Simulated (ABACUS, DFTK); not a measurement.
Given: the input of a run of DFTK 0.8.2 on WS2. Measurements of this composition are mostly on another form, of space group No. 194.

run.jl

```julia
using DFTK
using PseudoPotentialData
using Unitful, UnitfulAtomic
using LinearAlgebra, Printf
include("save.jl")
disable_threading()

# lattice vectors are the columns
lattice = austrip(1u"Å") * [         1.579         -1.579            0.0;
             0.9116360751   0.9116360751  -1.8232721501;
             6.1633333333   6.1633333333   6.1633333333]
symbols   = [:W, :S, :S]
positions = [[0.0, 0.0, 0.0],
             [0.581, 0.581, 0.581],
             [0.7503, 0.7503, 0.7503]]
pseudopotentials = PseudoFamily("dojo.nc.sr.pbesol.v0_4_1.standard.upf")
elements = Dict(s => ElementPsp(s, pseudopotentials) for s in unique(symbols))
atoms    = [elements[s] for s in symbols]

build_model(lattice, positions; symmetries=true) =
    model_DFT(lattice, atoms, positions;
              functionals=PBEsol(),
              temperature=austrip(0.05u"eV"),
              smearing=Smearing.FermiDirac(),
              symmetries)
Ecut  = 37.0  # hartree
kgrid = [10, 10, 10]
tol   = 1e-6
to_GPa = ustrip(uconvert(u"GPa", 1u"hartree/bohr^3"))

model = build_model(lattice, positions)
basis = PlaneWaveBasis(model; Ecut, kgrid)
display(basis)
scfres = self_consistent_field(basis;
                               tol,
                               nbandsalg=AdaptiveBands(model; n_bands_converge=18))
display(scfres.energies)
@printf "Fermi level: %.6f eV\n" ustrip(auconvert(u"eV", something(scfres.εF, NaN)))
forces = compute_forces_cart(scfres)
println("Forces (eV/Å)")
for (s, f) in zip(symbols, forces)
    @printf "%-3s %12.6f %12.6f %12.6f\n" s ustrip.(auconvert.(u"eV/Å", f))...
end
stress = compute_stresses_cart(scfres)
println("Stress (GPa)")
display(round.(stress * to_GPa; digits=4))
println("Levels at the first k-point (eV): ", round.(ustrip.(auconvert.(u"eV", scfres.eigenvalues[1][1:scfres.n_bands_converge])); digits=4))
save_scf!(scfres; forces, stress)
```

Potentials or basis: dojo.nc.sr.pbesol.v0_4_1.standard.upf (PBEsol).

Launch:

```console
$ julia --threads=1 run.jl  # save.jl only writes the numbers to a file and isn't shown; printed stress counts tension as positive; times include loading and compiling
```

**Question.** Set up the same calculation for ABACUS 3.10.1. Potentials or basis there: PseudoDojo NC SR 0.4.1 PBEsol standard, plane waves, cutoff 1007 eV.

**Answer.** As run (cutoffs and basis follow the program's own potentials, and thresholds, step limits or extra output files can differ):

INPUT

```
INPUT_PARAMETERS
suffix              WS2
calculation         scf
basis_type          pw
pseudo_dir          ./
symmetry            1
dft_functional      pbesol
ecutwfc             74
pseudo_rcut         7
nspin               1
nbands              17
ks_solver           dav
smearing_method     fd
smearing_sigma      0.00367493
scf_thr             1e-08
scf_nmax            100
mixing_type         broyden
mixing_beta         0.7
cal_force           1
cal_stress          1
kpar                4
```

The input STRU:

```
ATOMIC_SPECIES
W 183.8400 W.upf
S 32.0600 S.upf

LATTICE_CONSTANT
1.8897261246

LATTICE_VECTORS
1.5790000000 0.9116360751 6.1633333333
-1.5790000000 0.9116360751 6.1633333333
0.0000000000 -1.8232721501 6.1633333333

ATOMIC_POSITIONS
Direct

W
0.0
1
0.0000000000 0.0000000000 0.0000000000 1 1 1

S
0.0
2
0.5810000000 0.5810000000 0.5810000000 1 1 1
0.7503000000 0.7503000000 0.7503000000 1 1 1
```

KPT

```
K_POINTS
0
Gamma
10 10 10 0 0 0
```

Potentials or basis: PseudoDojo NC SR 0.4.1 PBEsol standard, plane waves.

Command:

```console
$ OMP_NUM_THREADS=1 mpirun -np 4 abacus > log
```

Both were run:

|  | DFTK | ABACUS |
| --- | --- | --- |
| Pressure | -0.6 GPa | -0.6 GPa |
| Largest force | 0.599 eV/Å | 0.598 eV/Å |

Pressure is positive in compression.
